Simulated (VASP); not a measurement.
# SiC (Moissanite 6H) (P6_3mc) in VASP: notebook, part 2 of 4

VASP 6.6.1.

### 3 Dielectric tensor, PBE

Contents of INCAR:

```
SYSTEM = SiC
PREC     = Accurate       ! precision mode
ENCUT    = 600            ! plane-wave cutoff, eV
EDIFF    = 1E-8           ! SCF threshold, eV
ISMEAR   = 0              ! smearing method
SIGMA    = 0.03           ! smearing width, eV
LREAL    = .False.        ! projectors in reciprocal space
LASPH    = .True.         ! aspherical terms in the spheres
NELM     = 80             ! most SCF steps
ALGO     = Fast           ! electronic algorithm
ISIF     = 2              ! what is computed and relaxed
LWAVE    = .False.        ! write WAVECAR
LCHARG   = .False.        ! write CHGCAR
GGA      = PE             ! functional
LEPSILON = .True.         ! dielectric tensor by DFPT
KPAR     = 4
```

Contents of KPOINTS:

```
regular mesh
0
Gamma
  12 12 2
  0 0 0
```

Contents of POSCAR:

```
SiC                                     
1.0
    3.0940814475     -0.0000000000      0.0000000000
   -1.5470407238      2.6795531350      0.0000000000
    0.0000000000      0.0000000000     15.1822152510
  Si              C             
     6     6
Direct
     0.0000000000000000    0.0000000000000000    0.1250424859568781
     0.0000000000000000    0.0000000000000000    0.6250424859568781
     0.3333333332999970    0.6666666667000030    0.2918160888145115
     0.6666666667000030    0.3333333332999970    0.7918160888145115
     0.3333333332999970    0.6666666667000030    0.9583080161819401
     0.6666666667000030    0.3333333332999970    0.4583080161819400
     0.0000000000000000    0.0000000000000000    0.9996918321876231
     0.0000000000000000    0.0000000000000000    0.4996918321876231
     0.3333333332999970    0.6666666667000030    0.1668284526725858
     0.6666666667000030    0.3333333332999970    0.6668284526725859
     0.3333333332999970    0.6666666667000030    0.8333131241864614
     0.6666666667000030    0.3333333332999970    0.3333131241864614
```

Potentials or basis: VASP PAW PBE potentials, release 64 (Si, C).

Run with:

```bash
$ cat potpaw_PBE.64/Si/POTCAR potpaw_PBE.64/C/POTCAR > POTCAR
$ mpirun -np 4 vasp_std > vasp.out
```

OUTCAR:

```text
SYSTEM = SiC
   PREC = Accurate
   ENCUT = 600
   EDIFF = 1E-8
   ISMEAR = 0
   LREAL = .False.
   LASPH = .True.
   NELM = 80
   ISIF = 2
   GGA = PE
   LEPSILON = .True.

 ion  position               nearest neighbor table
   1  0.000  0.000  0.125-   9 1.90   9 1.90   9 1.90   7 1.90   5 3.10   5 3.10   5 3.10   3 3.10
                             3 3.10   3 3.10
   2  0.000  0.000  0.625-  10 1.90  10 1.90  10 1.90   8 1.90   6 3.10   6 3.10   6 3.10   4 3.10
                             4 3.10   4 3.10
   3  0.333  0.667  0.292-  12 1.89  12 1.89  12 1.89   9 1.90   6 3.10   6 3.10   6 3.10   1 3.10
                             1 3.10   1 3.10
   4  0.667  0.333  0.792-  11 1.89  11 1.89  11 1.89  10 1.90   5 3.10   5 3.10   5 3.10   2 3.10
                             2 3.10   2 3.10
   5  0.333  0.667  0.958-   7 1.89   7 1.89   7 1.89  11 1.90   4 3.10   4 3.10   4 3.10   1 3.10
                             1 3.10   1 3.10
   6  0.667  0.333  0.458-   8 1.89   8 1.89   8 1.89  12 1.90   3 3.10   3 3.10   3 3.10   2 3.10
                             2 3.10   2 3.10
   7  0.000  0.000  1.000-   5 1.89   5 1.89   5 1.89   1 1.90
   8  0.000  0.000  0.500-   6 1.89   6 1.89   6 1.89   2 1.90
   9  0.333  0.667  0.167-   1 1.90   1 1.90   1 1.90   3 1.90
  10  0.667  0.333  0.667-   2 1.90   2 1.90   2 1.90   4 1.90
  11  0.333  0.667  0.833-   4 1.89   4 1.89   4 1.89   5 1.90
  12  0.667  0.333  0.333-   3 1.89   3 1.89   3 1.89   6 1.90

[... 1108 lines left out ...]
    -0.53558  0.00000  0.00000
     0.00000 -0.53558  0.00000
     0.00000  0.00000  1.02970

 MACROSCOPIC STATIC DIELECTRIC TENSOR (including local field effects in DFT)
 ------------------------------------------------------
           7.036446    -0.000000     0.000000
          -0.000000     7.036446    -0.000000
          -0.000000     0.000000     7.269823
 ------------------------------------------------------

 PIEZOELECTRIC TENSOR (including local field effects)  for field in x, y, z        (e  Angst)
          XX          YY          ZZ          XY          YZ          ZX
  --------------------------------------------------------------------------------
  x    -0.00000    -0.00000     0.00000     0.00000     0.00000    -4.52429
  y     0.00000     0.00000    -0.00000     0.00000    -4.52429     0.00000
  z    -4.20765    -4.20765     8.08962     0.00000     0.00000     0.00000

 PIEZOELECTRIC TENSOR (including local field effects)  for field in x, y, z        (C/m^2)
          XX          YY          ZZ          XY          YZ          ZX
  --------------------------------------------------------------------------------
  x    -0.00000    -0.00000     0.00000     0.00000     0.00000    -0.57588
  y     0.00000     0.00000    -0.00000     0.00000    -0.57588     0.00000
  z    -0.53558    -0.53558     1.02970     0.00000     0.00000     0.00000

 BORN EFFECTIVE CHARGES (including local field effects) (in |e|, cummulative output)
 ---------------------------------------------------------------------------------
 ion    1
    1     2.65537    -0.00000     0.00000
    2    -0.00000     2.65537     0.00000
    3     0.00000     0.00000     2.58230
 ion    2
    1     2.65537    -0.00000     0.00000
    2    -0.00000     2.65537     0.00000
    3     0.00000     0.00000     2.58230
 ion    3
    1     2.68993    -0.00000    -0.00000
    2    -0.00000     2.68993    -0.00000
    3    -0.00000    -0.00000     2.76425
 ion    4
    1     2.68993    -0.00000     0.00000
    2    -0.00000     2.68993     0.00000
    3     0.00000     0.00000     2.76425
 ion    5
[... 16 lines left out ...]
    1    -2.65261     0.00000     0.00000
    2     0.00000    -2.65261     0.00000
    3     0.00000    -0.00000    -2.78732
 ion   10
    1    -2.65261     0.00000     0.00000
    2     0.00000    -2.65261     0.00000
    3     0.00000     0.00000    -2.78732
 ion   11
    1    -2.67158     0.00000    -0.00000
    2     0.00000    -2.67158     0.00000
    3     0.00000     0.00000    -2.73167
 ion   12
    1    -2.67158     0.00000     0.00000
    2     0.00000    -2.67158     0.00000
    3     0.00000    -0.00000    -2.73167
```

stdout:

```text
POSCAR found type information on POSCAR SiC
 POSCAR found :  2 types and      12 ions
 scaLAPACK will be used
 LDA part: xc-table for (Slater+PW92), standard interpolation
 POSCAR, INCAR and KPOINTS ok, starting setup
 FFT: planning ... GRIDC
 FFT: planning ... GRID_SOFT
 FFT: planning ... GRID
 WAVECAR not read
 entering main loop
 Linear response reoptimize wavefunctions to high precision
 Linear response G [H, r] |phi>, progress :
  Direction:   1
 Linear response G [H, r] |phi>, progress :
  Direction:   2
 Linear response G [H, r] |phi>, progress :
  Direction:   3
 Linear response to external field (no local field effect), progress :
  Direction:   1
 dielectric tensor                  component  1 :     5.917    -2.239    -0.000
 Linear response to external field (no local field effect), progress :
  Direction:   2
 dielectric tensor                  component  2 :    -2.239     8.629     0.000
 Linear response to external field (no local field effect), progress :
  Direction:   3
 dielectric tensor                  component  3 :    -0.000    -0.000     7.501
 Linear response to external field, progress :
  Direction:   1
 dielectric tensor                  component  1 :     7.036    -0.899    -0.000
 Linear response to external field, progress :
  Direction:   2
 dielectric tensor                  component  2 :    -0.894     7.036     0.000
 Linear response to external field, progress :
  Direction:   3
 dielectric tensor                  component  3 :    -0.000    -0.000     7.270
 Born effective charges drift removed
```

It took 7.2 min on 4 MPI ranks of Intel Xeon 6975P-C (Granite Rapids), shared host; peak memory 0.99 GiB.

Results:

* Band gap on the k mesh: 2.03 eV, indirect (least direct gap 3.12 eV)
* Electronic dielectric tensor (diagonal): 7.04, 7.04, 7.27
* Born charges (mean of the diagonal): Si +2.63, +2.71, +2.73; C -2.68, -2.70, -2.69 e

Electronic dielectric tensor:
```
7.04 0.00 0.00
0.00 7.04 0.00
0.00 0.00 7.27
```

Born effective charge tensors (e):
atom 1, Si
```
2.66 0.00 0.00
0.00 2.66 0.00
0.00 0.00 2.58
```
atom 2, Si
```
2.66 0.00 0.00
0.00 2.66 0.00
0.00 0.00 2.58
```
atom 3, Si
```
2.69 0.00 0.00
0.00 2.69 0.00
0.00 0.00 2.76
```
atom 4, Si
```
2.69 0.00 0.00
0.00 2.69 0.00
0.00 0.00 2.76
```
atom 5, Si
```
2.67 0.00 0.00
0.00 2.67 0.00
0.00 0.00 2.85
```
atom 6, Si
```
2.67 0.00 0.00
0.00 2.67 0.00
0.00 0.00 2.85
```
atom 7, C
```
-2.69  0.00  0.00
 0.00 -2.69  0.00
 0.00  0.00 -2.68
```
atom 8, C
```
-2.69  0.00  0.00
 0.00 -2.69  0.00
 0.00  0.00 -2.68
```
atom 9, C
```
-2.65  0.00  0.00
 0.00 -2.65  0.00
 0.00  0.00 -2.79
```
atom 10, C
```
-2.65  0.00  0.00
 0.00 -2.65  0.00
 0.00  0.00 -2.79
```
atom 11, C
```
-2.67  0.00  0.00
 0.00 -2.67  0.00
 0.00  0.00 -2.73
```
atom 12, C
```
-2.67  0.00  0.00
 0.00 -2.67  0.00
 0.00  0.00 -2.73
```

### 4 Phonons, LDA

This run uses another cell than the first one, of 10.15 Å³/atom, 0.968 times its volume.

Contents of POSCAR:

```
SiC
1.0
    3.0603508982      0.0000000000      0.0000000000
   -1.5301754491      2.6503416223     -0.0000000000
    0.0000000000     -0.0000000000     15.0163177962
  Si              C
     6     6
Direct
     0.0000000000000000    0.0000000000000000    0.1250414680265132
     0.0000000000000000    0.0000000000000000    0.6250414680265133
     0.3333333332999970    0.6666666667000030    0.2918214127358890
     0.6666666667000030    0.3333333332999970    0.7918214127358890
     0.3333333332999970    0.6666666667000030    0.9583003306395783
     0.6666666667000030    0.3333333332999970    0.4583003306395783
     0.0000000000000000    0.0000000000000000    0.9996816451320818
     0.0000000000000000    0.0000000000000000    0.4996816451320818
     0.3333333332999970    0.6666666667000030    0.1668348677164553
     0.6666666667000030    0.3333333332999970    0.6668348677164553
     0.3333333332999970    0.6666666667000030    0.8333202757494824
     0.6666666667000030    0.3333333332999970    0.3333202757494824
```

Contents of INCAR.step1:

```
SYSTEM = SiC
  PREC = Accurate
  ENCUT = 600
  EDIFF = 1E-8
  ISMEAR = 0
  SIGMA = 0.03
  LREAL = .False.
  LASPH = .True.
  NELM = 80
  ALGO = Fast
  ISIF = 3
  LWAVE = .False.
  LCHARG = .False.
  GGA = CA
  KPAR = 4
  IBRION = 2
  NSW = 40
  EDIFFG = -0.002
```

Contents of INCAR.step2:

```
SYSTEM = SiC
  PREC = Accurate
  ENCUT = 600
  EDIFF = 1E-8
  ISMEAR = 0
  SIGMA = 0.03
  LREAL = .False.
  LASPH = .True.
  NELM = 80
  ALGO = Fast
  ISIF = 2
  LWAVE = .False.
  LCHARG = .False.
  GGA = CA
  KPAR = 4
  IBRION = 6
  NFREE = 2
  POTIM = 0.015
  NSW = 1
```

Contents of KPOINTS:

```
Automatic mesh
0
Gamma
  12 12 2
  0 0 0
```

Potentials or basis: VASP PAW LDA potentials, release 64 (Si, C).

Run with:

```bash
$ cat potpaw_LDA.64/Si/POTCAR potpaw_LDA.64/C/POTCAR > POTCAR
$ cp INCAR.step1 INCAR
$ mpirun -np 4 vasp_std > vasp.out
$ cp CONTCAR POSCAR
$ cp INCAR.step2 INCAR
$ mpirun -np 4 vasp_std > vasp.out
```

OUTCAR:

```text
SYSTEM = SiC
   PREC = Accurate
   ENCUT = 600
   EDIFF = 1E-8
   ISMEAR = 0
   LREAL = .False.
   LASPH = .True.
   NELM = 80
   ISIF = 2
   GGA = CA
   IBRION = 6
   NFREE = 2
   POTIM = 0.015
   NSW = 1

 ion  position               nearest neighbor table
   1  0.000  0.000  0.125-   9 1.88   9 1.88   9 1.88   7 1.88   5 3.06   5 3.06   5 3.06   3 3.06
                             3 3.06   3 3.06
   2  0.000  0.000  0.625-  10 1.88  10 1.88  10 1.88   8 1.88   6 3.06   6 3.06   6 3.06   4 3.06
                             4 3.06   4 3.06
   3  0.333  0.667  0.292-  12 1.87  12 1.87  12 1.87   9 1.88   6 3.06   6 3.06   6 3.06   1 3.06
                             1 3.06   1 3.06
   4  0.667  0.333  0.792-  11 1.87  11 1.87  11 1.87  10 1.88   5 3.06   5 3.06   5 3.06   2 3.06
                             2 3.06   2 3.06
   5  0.333  0.667  0.958-   7 1.87   7 1.87   7 1.87  11 1.88   4 3.06   4 3.06   4 3.06   1 3.06
[... 1294 lines left out ...]
  in kB        0.9904001      0.9904001     -1.8870040      0.0000000      0.0000000     -0.0000000
  external PRESSURE =       0.0312654 kB  Pullay stress =       0.0000000 kB
[... 27 lines left out ...]
  FREE ENERGIE OF THE ION-ELECTRON SYSTEM (eV)
  ---------------------------------------------------
  free  energy   TOTEN  =       -99.8789400312 eV

  energy  without entropy=      -99.8789400312  energy(sigma->0) =      -99.87894003

 INTERNAL STRAIN TENSORS FROM DISPLACED ATOMS
 ============================================

 INTERNAL STRAIN TENSOR FOR ION    1 for displacements in x,y,z  (eV/Angst):
          X           Y           Z          XY          YZ          ZX
  --------------------------------------------------------------------------------
  x    -0.00000    -0.00000     0.00000    -7.81221     0.00000     5.30621
  y    -7.81221     7.81221     0.00000    -0.00000     5.30621     0.00000
  z     4.99210     4.99210    -9.11014     0.00000     0.00000    -0.00000
[... 8 lines left out ...]
 INTERNAL STRAIN TENSOR FOR ION   12 for displacements in x,y,z  (eV/Angst):
          X           Y           Z          XY          YZ          ZX
  --------------------------------------------------------------------------------
  x     0.00000     0.00000     0.00000     7.49834     0.00000    -5.40050
  y     7.49834    -7.49834     0.00000     0.00000    -5.40050     0.00000
  z    -5.15021    -5.15021    10.34964    -0.00000     0.00000     0.00000

 Eigenvectors and eigenvalues of the dynamical matrix
   1 f  =   28.381576 THz   178.326701 2PiTHz  946.707470 cm-1   117.376714 meV
   2 f  =   28.150658 THz   176.875799 2PiTHz  939.004869 cm-1   116.421714 meV
   3 f  =   26.644473 THz   167.412158 2PiTHz  888.763937 cm-1   110.192635 meV
   4 f  =   26.508794 THz   166.559665 2PiTHz  884.238190 cm-1   109.631514 meV
   5 f  =   25.158850 THz   158.077715 2PiTHz  839.208894 cm-1   104.048595 meV
   6 f  =   23.928637 THz   150.348063 2PiTHz  798.173427 cm-1    98.960848 meV
[... 25 lines left out ...]
  32 f  =    4.246311 THz    26.680358 2PiTHz  141.641683 cm-1    17.561323 meV
  33 f  =    4.246311 THz    26.680358 2PiTHz  141.641683 cm-1    17.561323 meV
  34 f/i=    0.000281 THz     0.001764 2PiTHz    0.009366 cm-1     0.001161 meV
  35 f/i=    0.001032 THz     0.006484 2PiTHz    0.034422 cm-1     0.004268 meV
  36 f/i=    0.001032 THz     0.006484 2PiTHz    0.034422 cm-1     0.004268 meV

 ELASTIC MODULI CONTR FROM IONIC RELAXATION (kBar)
 Direction    XX          YY          ZZ          XY          YZ          ZX
 --------------------------------------------------------------------------------
 XX        -503.9583    287.9572    212.8414     -0.0000      0.0000     -0.0000
 YY         287.9572   -503.9583    212.8414      0.0000     -0.0000      0.0000
 ZZ         212.8414    212.8414   -420.2190     -0.0000      0.0000      0.0000
 XY          -0.0000      0.0000     -0.0000   -395.9577      0.0000     -0.0000
 YZ           0.0000     -0.0000      0.0000      0.0000   -119.7640      0.0000
 ZX          -0.0000      0.0000      0.0000     -0.0000      0.0000   -119.7640
 --------------------------------------------------------------------------------
```

OSZICAR.step1:

```text
N       E                     dE             d eps       ncg     rms          rms(c)
DAV:   1     0.147926194536E+03    0.14793E+03   -0.24198E+04  2356   0.157E+03
[... 17 lines left out ...]
RMM:  19    -0.998820737437E+02    0.49596E-06   -0.92726E-06  2373   0.165E-02    0.169E-02
RMM:  20    -0.998820726803E+02    0.10634E-05   -0.14157E-05  2356   0.150E-02    0.112E-03
RMM:  21    -0.998820728778E+02   -0.19756E-06   -0.21374E-06  2402   0.798E-03    0.153E-03
RMM:  22    -0.998820729133E+02   -0.35479E-07   -0.46636E-07  2495   0.331E-03    0.132E-03
RMM:  23    -0.998820728937E+02    0.19629E-07   -0.48378E-08  2045   0.133E-03    0.909E-04
RMM:  24    -0.998820728805E+02    0.13216E-07   -0.33863E-08  1637   0.811E-04    0.425E-04
RMM:  25    -0.998820728808E+02   -0.33015E-09   -0.31973E-09  1439   0.306E-04
   1 F= -.99882073E+02 E0= -.99882073E+02  d E =-.998821E+02
```

Wall time 25 min (4 MPI ranks of Intel Xeon Platinum 8488C (Sapphire Rapids), shared host); peak memory 0.88 GiB.

Results:

```yaml
Highest_phonon_frequency_at_Γ_LO-TO_splitting_left_out: 947 cm⁻¹
```

Phonon frequencies in cm⁻¹ (negative: imaginary):
```csv
q point,frequencies
"(0.000, 0.000, 0.000)",0 0 0 142 142 146 146 229 229 234 234 259 259 281 283 503 511 609 772 772 774 774 781 781 788 790 790 791 791 798 798 839 884 889 939 947
```

(Continued in part 3 of 4.)
